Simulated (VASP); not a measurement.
# BN (P1) in VASP: convergence with ENAUG

Aim: find how far ENAUG must go before the results for BN settle, at PBE. This setting moves, with any that are tied to it; all else stays.

Everything below comes from runs of VASP 6.6.1. Logs are shortened: lines on timing, memory, paths and dates and some standing lists are left out, and cuts for length are marked.

## 1. The cell of the first run

The typed cell holds 2 atoms: a = 3.669 Å, b = 3.669 Å, c = 3.669 Å, α = 39.87°, β = 39.87°, γ = 39.87°.

The cell is a database's computed one.

The cell isn't the ideal one: atoms moved at random, drawn with an rms of 0.02 Å.

## 2. With ENAUG 300

Contents of INCAR:

```
SYSTEM = BN
ALGO = Normal
EDIFF = 1E-6
ENAUG = 300
ENCUT = 520
GGA = PE
ISIF = 2
ISMEAR = 0
LASPH = .True.
LCHARG = .False.
LREAL = .False.
LWAVE = .False.
NBANDS = 11
NELM = 60
PREC = Medium
SIGMA = 0.02
```

Contents of KPOINTS:

```
k-points
0
Gamma
  9 9 9
  0 0 0
```

Contents of POSCAR:

```
BN
1.0
    1.2511217832      0.7223354983      3.3729344033
   -1.2511217832      0.7223354983      3.3729344033
    0.0000000000     -1.4446709966      3.3729344033
N B
1 1
Direct
    0.6635920000      0.6714150000      0.6690490000
    0.0186030000     -0.0030070000     -0.0083060000
```

Potentials or basis: VASP PAW PBE potentials, release 64 (N, B).

Run with:

```bash
cat potpaw_PBE.64/N/POTCAR potpaw_PBE.64/B/POTCAR > POTCAR
mpirun -np 1 vasp_std > vasp.out
```

OUTCAR:

```text
SYSTEM = BN
   EDIFF = 1E-6
   ENCUT = 520
   GGA = PE
   ISIF = 2
   ISMEAR = 0
   LASPH = .True.
   LREAL = .False.
   NELM = 60
   PREC = Medium

 Found    365 irreducible k-points:

 Following reciprocal coordinates:
            Coordinates               Weight
  0.000000  0.000000  0.000000      1.000000
  0.111111 -0.000000  0.000000      2.000000
 -0.000000  0.111111  0.000000      2.000000
  0.000000  0.000000  0.111111      2.000000
  0.222222 -0.000000  0.000000      2.000000
 -0.000000  0.222222  0.000000      2.000000
   k-points           NKPTS =    365   k-points in BZ     NKDIM =    365   number of bands    NBANDS=     11
   number of dos      NEDOS =    301   number of ions     NIONS =      2
   total plane-waves  NPLWV =   8000
   dimension x,y,z NGX =    20 NGY =   20 NGZ =   20
   dimension x,y,z NGXF=    20 NGYF=   20 NGZF=   20
   ions per type =               1   1
   NGX,Y,Z   is equivalent  to a cutoff of   9.06,  9.06,  9.06 a.u.
   NGXF,Y,Z  is equivalent  to a cutoff of   9.06,  9.06,  9.06 a.u.
 SYSTEM =  BN
   PREC   = medium    normal or accurate (medium, high low for compatibility)
   ISTART =      0    job   : 0-new  1-cont  2-samecut
   ICHARG =      2    charge: 1-file 2-atom 10-const
   ISPIN  =      1    spin polarized calculation?
   LNONCOLLINEAR =      F non collinear calculations
   LSORBIT =      F    spin-orbit coupling
   LASPH  =      T    aspherical Exc in radial PAW
   ENCUT  =  520.0 eV  38.22 Ry    6.18 a.u.   6.82  6.82  6.82*2*pi/ulx,y,z
   NELM   =     60;   NELMIN=  2; NELMDL= -5     # of ELM steps
   EDIFF  = 0.1E-05   stopping-criterion for ELM
   LREAL  =      F    real-space projection
   EDIFFG = 0.1E-04   stopping-criterion for IOM
   NSW    =      0    number of steps for IOM
   IBRION =     -1    ionic relax: 0-MD 1-quasi-New 2-CG
   NFREE  =      0    steps in history (QN), initial steepest desc. (CG)
   ISIF   =      2    stress and relaxation
   ISYM   =      2    0-nonsym 1-usesym 2-fastsym
   POTIM  = 0.5000    time-step for ionic-motion
   TEBEG  =    0.0;   TEEND  =   0.0 temperature during run
   PSTRESS=    0.0 pullay stress
   NELECT =       8.0000    total number of electrons
   NUPDOWN=      -1.0000    fix difference up-down
   EMIN   =  10.00;   EMAX   =-10.00  energy-range for DOS
   EFERMI =   0.00;   METHOD = LEGACY
   ISMEAR =     0;   SIGMA  =   0.02  broadening in eV -4-tet -1-fermi 0-gaus
   EFERMI_NEDOS =   21; number of points for ismear=-14 and -15
   IALGO  =     38    algorithm
   IMIX   =      4    mixing-type and parameters
     AMIX     =   0.40;   BMIX     =  1.00
     AMIX_MAG =   1.60;   BMIX_MAG =  1.00
  volume/ion in A,a.u.               =       9.14        61.71
  Fermi-wavevector in a.u.,A,eV,Ry     =   1.242717  2.348395 21.012099  1.544346
  Thomas-Fermi vector in A             =   2.377059
   LORBIT       =      0    0 simple, 1 ext, 2 COOP (PROOUT), +10 PAW based schemes
   GGA     = PE    functional components
   LHFCALC =     F    Hartree Fock is set to
   AEXX    =    0.0000 exact exchange contribution
   IVDW    =     0    specifies the selected vdW correction
   LEPSILON=     F    determine dielectric tensor
   LRPA    =     F    only Hartree local field effects (RPA)
 non-spin polarized calculation
 Gauss-broadening in eV      SIGMA  =   0.02
  energy-cutoff  :      520.00
  volume of cell :       18.29
 maximum number of plane-waves:       517
   NGX = 13   NGY = 13   NGZ = 13

 number of electron       8.0000167 magnetization

 Free energy of the ion-electron system (eV)
  ---------------------------------------------------
  ext. energy  EPLUGINS =         0.00000000
  ---------------------------------------------------
  free energy    TOTEN  =       -17.53780494 eV

  energy without entropy =      -17.53780494  energy(sigma->0) =      -17.53780494

 E-fermi :   2.3364     XC(G=0):  -9.9766

 val. band max:        2.1390765606   @ k =   0.0000  -0.3333   0.3333
 cond. band min:       6.1908834239   @ k =   0.0000  -0.4444   0.4444
 fundamental gap:      4.0518068633
 Fermi energy:         2.3363574926

 k-point     1 :       0.0000    0.0000    0.0000
  band No.  band energies     occupation
      1     -15.6442      2.00000
      2      -2.0530      2.00000
      3       0.3345      2.00000
      4       1.3618      2.00000
      5       7.3006      0.00000
      6      13.1282      0.00000
      7      14.5049      0.00000
      8      15.2936      0.00000
      9      16.9096      0.00000
     10      28.0372      0.00000
     11      29.9242      0.00000

 k-point     2 :       0.1111   -0.0000    0.0000
  band No.  band energies     occupation
      1     -15.4035      2.00000
      2      -1.7841      2.00000
      3      -0.5484      2.00000
      4       0.8640      2.00000
      5       7.7769      0.00000
      6      14.1376      0.00000
      7      14.2660      0.00000
      8      14.4230      0.00000
      9      17.7475      0.00000
     10      27.3490      0.00000
     11      28.7414      0.00000

 k-point     3 :      -0.0000    0.1111    0.0000
  band No.  band energies     occupation
      1     -15.3989      2.00000
      2      -1.7915      2.00000
      3      -0.3021      2.00000
      4       0.5736      2.00000
      5       7.7922      0.00000
      6      13.2544      0.00000
      7      14.4833      0.00000
      8      15.3696      0.00000
      9      17.6015      0.00000
     10      27.0487      0.00000
     11      28.6678      0.00000

 k-point     4 :       0.0000    0.0000    0.1111
  band No.  band energies     occupation
      1     -15.3984      2.00000
      2      -1.7923      2.00000
      3      -0.2587      2.00000
      4       0.5231      2.00000
      5       7.7940      0.00000
      6      13.2371      0.00000
      7      14.4914      0.00000
      8      15.4087      0.00000
      9      17.5857      0.00000
     10      27.0235      0.00000
     11      28.6715      0.00000

 k-point     5 :       0.2222   -0.0000    0.0000
  band No.  band energies     occupation
      1     -14.7087      2.00000
      2      -2.6093      2.00000
      3      -0.9897      2.00000
      4      -0.1651      2.00000
      5       8.9771      0.00000
      6      12.2911      0.00000
      7      13.8120      0.00000
      8      16.9639      0.00000
      9      19.2512      0.00000
     10      24.0184      0.00000
     11      26.5390      0.00000

 k-point     6 :      -0.0000    0.2222    0.0000
  band No.  band energies     occupation
      1     -14.6896      2.00000
      2      -2.2944      2.00000
      3      -1.0236      2.00000
      4      -0.5929      2.00000
      5       8.9918      0.00000
      6      12.4892      0.00000
      7      13.3218      0.00000
      8      17.8378      0.00000
      9      19.1280      0.00000
     10      23.6526      0.00000
     11      26.4864      0.00000

 [... further k-points ...]

------------------------ aborting loop because EDIFF is reached ----------------------------------------

  FORCE on cell =-STRESS in cart. coord.  units (eV):
  Direction    XX          YY          ZZ          XY          YZ          ZX
  --------------------------------------------------------------------------------------
  -------------------------------------------------------------------------------------
  Total        0.9697863      0.2882039      0.2705419      0.5066657     -0.0143751     -0.0213098
  in kB       84.9550013     25.2471703     23.6999456     44.3848108     -1.2592809     -1.8667778
  external PRESSURE =      44.6340391 kB  Pullay stress =       0.0000000 kB

 VOLUME and BASIS-vectors are now :
 -----------------------------------------------------------------------------
  energy-cutoff  :      520.00
  volume of cell :       18.29
      direct lattice vectors                 reciprocal lattice vectors
     1.251121783  0.722335498  3.372934403     0.399641351  0.230733042  0.098825916
    -1.251121783  0.722335498  3.372934403    -0.399641351  0.230733042  0.098825916
     0.000000000 -1.444670997  3.372934403     0.000000000 -0.461466083  0.098825916

 POSITION                                       TOTAL-FORCE (eV/Angst)
 -----------------------------------------------------------------------------------
     -0.00979     -0.00223      6.75955         1.657124      1.108739      0.163428
     -1.22409     -0.69907      6.77046        -1.657124     -1.108739     -0.163428
 -----------------------------------------------------------------------------------
    total drift:                                0.001166      0.000399     -0.001276

  FREE ENERGIE OF THE ION-ELECTRON SYSTEM (eV)
  ---------------------------------------------------
  free  energy   TOTEN  =       -17.5378049409 eV

  energy  without entropy=      -17.5378049409  energy(sigma->0) =      -17.53780494
```

It took 34 s on 1 thread of Intel Xeon 6975P-C (Granite Rapids), shared host; peak memory 0.15 GiB.

What came out:

```
Free energy            : -17.5378 eV
Pressure               : 4.5 GPa
Largest force          : 2.001 eV/Å
Band gap on the k mesh : 4.05 eV, indirect (least direct gap 4.63 eV)
```

## 3. With ENAUG 400

Changes to INCAR since step 2:

```diff
@@ -3,3 +3,3 @@
 EDIFF = 1E-6
-ENAUG = 300
+ENAUG = 400
 ENCUT = 520
```

KPOINTS is that of step 2.

POSCAR is that of step 2.

Potentials or basis: VASP PAW PBE potentials, release 64 (N, B).

Run with:

```bash
cat potpaw_PBE.64/N/POTCAR potpaw_PBE.64/B/POTCAR > POTCAR
mpirun -np 1 vasp_std > vasp.out
```

Run time: 27 s. Hardware: 1 thread of Intel Xeon 6975P-C (Granite Rapids), shared host; peak memory 0.16 GiB.

Results:

```yaml
Free_energy: -17.5369 eV
Pressure: 4.4 GPa
Largest_force: 2.000 eV/Å
Band_gap_on_the_k_mesh: 4.05 eV, indirect (least direct gap 4.63 eV)
```

## 4. With ENAUG 500

Changes to INCAR since step 3:

```diff
@@ -3,3 +3,3 @@
 EDIFF = 1E-6
-ENAUG = 400
+ENAUG = 500
 ENCUT = 520
```

KPOINTS is that of step 3.

POSCAR is that of step 3.

Run with:

```bash
cat potpaw_PBE.64/N/POTCAR potpaw_PBE.64/B/POTCAR > POTCAR
mpirun -np 1 vasp_std > vasp.out
```

It took 34 s on 1 thread of Intel Xeon 6975P-C (Granite Rapids), shared host; peak memory 0.15 GiB.

Results:

- Free energy: -17.5368 eV
- Pressure: 4.5 GPa
- Largest force: 2.000 eV/Å
- Band gap on the k mesh: 4.05 eV, indirect (least direct gap 4.63 eV)

## 5. With ENAUG 700

Changes to INCAR since step 4:

```diff
@@ -3,3 +3,3 @@
 EDIFF = 1E-6
-ENAUG = 500
+ENAUG = 700
 ENCUT = 520
```

KPOINTS is that of step 4.

POSCAR is that of step 4.

Run with:

```bash
cat potpaw_PBE.64/N/POTCAR potpaw_PBE.64/B/POTCAR > POTCAR
mpirun -np 1 vasp_std > vasp.out
```

It took 31 s on 1 thread of Intel Xeon 6975P-C (Granite Rapids), shared host; peak memory 0.16 GiB.

Results:

| Quantity | Value |
| --- | --- |
| Free energy | -17.5367 eV |
| Pressure | 4.5 GPa |
| Largest force | 2.000 eV/Å |
| Band gap on the k mesh | 4.05 eV, indirect (least direct gap 4.63 eV) |

## 6. With ENAUG 900

Changes to INCAR since step 5:

```diff
@@ -3,3 +3,3 @@
 EDIFF = 1E-6
-ENAUG = 700
+ENAUG = 900
 ENCUT = 520
```

KPOINTS is that of step 5.

POSCAR is that of step 5.

Potentials or basis: VASP PAW PBE potentials, release 64 (N, B).

Run with:

```bash
cat potpaw_PBE.64/N/POTCAR potpaw_PBE.64/B/POTCAR > POTCAR
mpirun -np 1 vasp_std > vasp.out
```

Wall time 31 s (1 thread of Intel Xeon 6975P-C (Granite Rapids), shared host); peak memory 0.16 GiB.

What came out:

| Item | Value |
| --- | --- |
| Free energy | -17.5367 eV |
| Pressure | 4.5 GPa |
| Largest force | 2.000 eV/Å |
| Band gap on the k mesh | 4.05 eV, indirect (least direct gap 4.63 eV) |

## 7. With ENAUG 1200

Changes to INCAR since step 6:

```diff
@@ -3,3 +3,3 @@
 EDIFF = 1E-6
-ENAUG = 900
+ENAUG = 1200
 ENCUT = 520
```

KPOINTS is that of step 6.

POSCAR is that of step 6.

Run with:

```bash
cat potpaw_PBE.64/N/POTCAR potpaw_PBE.64/B/POTCAR > POTCAR
mpirun -np 1 vasp_std > vasp.out
```

It took 32 s on 1 thread of Intel Xeon 6975P-C (Granite Rapids), shared host; peak memory 0.16 GiB.

What came out:

```yaml
Free_energy: -17.5366 eV
Pressure: 4.4 GPa
Largest_force: 2.000 eV/Å
Band_gap_on_the_k_mesh: 4.05 eV, indirect (least direct gap 4.63 eV)
```

## 8. With ENAUG 1600

Changes to INCAR since step 7:

```diff
@@ -3,3 +3,3 @@
 EDIFF = 1E-6
-ENAUG = 1200
+ENAUG = 1600
 ENCUT = 520
```

KPOINTS is that of step 7.

POSCAR is that of step 7.

Run with:

```bash
cat potpaw_PBE.64/N/POTCAR potpaw_PBE.64/B/POTCAR > POTCAR
mpirun -np 1 vasp_std > vasp.out
```

It took 35 s on 1 thread of Intel Xeon 6975P-C (Granite Rapids), shared host; peak memory 0.18 GiB.

The run converged. Its results:

```yaml
Free_energy: -17.5366 eV
Pressure: 4.5 GPa
Largest_force: 2.000 eV/Å
Band_gap_on_the_k_mesh: 4.05 eV, indirect (least direct gap 4.63 eV)
```

## 9. The series at a glance

```csv
ENAUG,"energy less the tightest run, at zero smearing (meV/atom)",SCF cycles,CPU time (s),peak memory (GiB)
300,-0.58,13,32,0.15
400,-0.13,13,26,0.16
500,-0.06,13,32,0.15
700,-0.03,13,29,0.16
900,-0.01,13,29,0.16
1200,0.00,13,30,0.16
1600,0.00,13,32,0.18
```

Against the tightest run, the energy stays within 1 meV/atom from 300 on. The tightest run that finished is the yardstick and may itself not be fully converged.

Caveats: an odd mesh through Γ misses points on the zone boundary, where band edges often lie.
